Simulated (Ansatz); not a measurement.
A relaxation computed with Ansatz, from input to last step.

```yaml
crystal:
  lattice:
    - [0.0, 2.5709706797, 2.5709706797]
    - [2.5709706797, 0.0, 2.5709706797]
    - [2.5709706797, 2.5709706797, 0.0]
  atoms:
    - { symbol: Ti, position: [0.0, 0.0, 0.0] }
    - { symbol: Al, position: [0.75, 0.75, 0.75] }
basis:
  ecutwfc: 420
kpoints:
  mp_grid: { grid: [6, 6, 6] }
hamiltonian:
  xc: pbe
scf:
  occupations: { method: gaussian, width: 0.1 }
  lower_state_search: "off"
output:
  forces: true
  stress: true
  eigenvalues: true
relax:
  adjacent_minimum: "off"
  f_tol: 0.04
  max_steps: 70
  cell: { stress_tol: 0.4 }
```

```bash
ansatz run input.yaml --threads 1 --pin off --max-ram 2560MiB --backend cpu --events-out ev --progress --plain --runs-dir out
```

Method: DFT PBE, scalar-relativistic, plane waves, PAW (Ansatz 0.2.0).

Of 9 frames 9 are shown, positions in Å and forces in eV/Å; the SCF threshold varies from step to step. Steps run on the plane waves of an earlier cell, with a Pulay correction in the pressure. The basis is chosen afresh for the last frame, the zero of the energies, and at times for earlier ones too; energy and pressure step there, also at an unchanged geometry. Here that happened at step 6 (-36 meV/atom, 2.1 GPa); the frames before carry an error of that size.

```xyz
2
Lattice="0.0000 2.5710 2.5710 2.5710 0.0000 2.5710 2.5710 2.5710 0.0000" Properties=species:S:1:pos:R:3:forces:R:3 pbc="T T T" step=1 free_energy_over_end_meV_per_atom=899.80 pressure_GPa=39.69
Ti    0.0000    0.0000    0.0000    0.0000    0.0000    0.0000
Al    3.8565    3.8565    3.8565    0.0000    0.0000    0.0000
2
Lattice="0.0000 2.6963 2.6963 2.6963 0.0000 2.6963 2.6963 2.6963 0.0000" Properties=species:S:1:pos:R:3:forces:R:3 pbc="T T T" step=2 free_energy_over_end_meV_per_atom=413.03 pressure_GPa=21.76
Ti    0.0000    0.0000    0.0000    0.0000    0.0000    0.0000
Al    4.0445    4.0445    4.0445    0.0000    0.0000    0.0000
2
Lattice="0.0000 2.8216 2.8216 2.8216 0.0000 2.8216 2.8216 2.8216 0.0000" Properties=species:S:1:pos:R:3:forces:R:3 pbc="T T T" step=3 free_energy_over_end_meV_per_atom=141.03 pressure_GPa=9.61
Ti    0.0000    0.0000    0.0000    0.0000    0.0000    0.0000
Al    4.2325    4.2325    4.2325    0.0000    0.0000    0.0000
2
Lattice="0.0000 2.9391 2.9391 2.9391 0.0000 2.9391 2.9391 2.9391 0.0000" Properties=species:S:1:pos:R:3:forces:R:3 pbc="T T T" step=4 free_energy_over_end_meV_per_atom=47.16 pressure_GPa=1.21
Ti    0.0000    0.0000    0.0000    0.0000    0.0000    0.0000
Al    4.4087    4.4087    4.4087    0.0000    0.0000    0.0000
2
Lattice="0.0000 2.9577 2.9577 2.9577 0.0000 2.9577 2.9577 2.9577 0.0000" Properties=species:S:1:pos:R:3:forces:R:3 pbc="T T T" step=5 free_energy_over_end_meV_per_atom=45.33 pressure_GPa=0.06
Ti    0.0000    0.0000    0.0000    0.0000    0.0000    0.0000
Al    4.4366    4.4366    4.4366    0.0000    0.0000    0.0000
2
Lattice="0.0000 2.9577 2.9577 2.9577 0.0000 2.9577 2.9577 2.9577 0.0000" Properties=species:S:1:pos:R:3:forces:R:3 pbc="T T T" step=6 free_energy_over_end_meV_per_atom=9.42 pressure_GPa=2.19
Ti    0.0000    0.0000    0.0000    0.0000    0.0000    0.0000
Al    4.4366    4.4366    4.4366    0.0000    0.0000    0.0000
2
Lattice="0.0000 2.9936 2.9936 2.9936 0.0000 2.9936 2.9936 2.9936 0.0000" Properties=species:S:1:pos:R:3:forces:R:3 pbc="T T T" step=7 free_energy_over_end_meV_per_atom=1.17 pressure_GPa=0.68
Ti    0.0000    0.0000    0.0000    0.0000    0.0000    0.0000
Al    4.4904    4.4904    4.4904    0.0000    0.0000    0.0000
2
Lattice="0.0000 3.0105 3.0105 3.0105 0.0000 3.0105 3.0105 3.0105 0.0000" Properties=species:S:1:pos:R:3:forces:R:3 pbc="T T T" step=8 free_energy_over_end_meV_per_atom=0.24 pressure_GPa=0.05
Ti    0.0000    0.0000    0.0000    0.0000    0.0000    0.0000
Al    4.5158    4.5158    4.5158    0.0000    0.0000    0.0000
2
Lattice="0.0000 3.0105 3.0105 3.0105 0.0000 3.0105 3.0105 3.0105 0.0000" Properties=species:S:1:pos:R:3:forces:R:3 pbc="T T T" step=9 free_energy_over_end_meV_per_atom=0.00 pressure_GPa=0.04
Ti    0.0000    0.0000    0.0000    0.0000    0.0000    0.0000
Al    4.5158    4.5158    4.5158    0.0000    0.0000    0.0000
```

The start puts this composition into another compound's structure type, which needn't suit it. The cell swells from 17.0 to 27.3 Å³ an atom, so the end can be far from any stable crystal. At the end the space group is F-43m (tolerance 0.05 Å).

It took 8.2 s on 1 thread of Intel(R) Xeon(R) 6975P-C (Granite Rapids), on a shared host, peak memory 0.36 GiB.

The k mesh is coarse.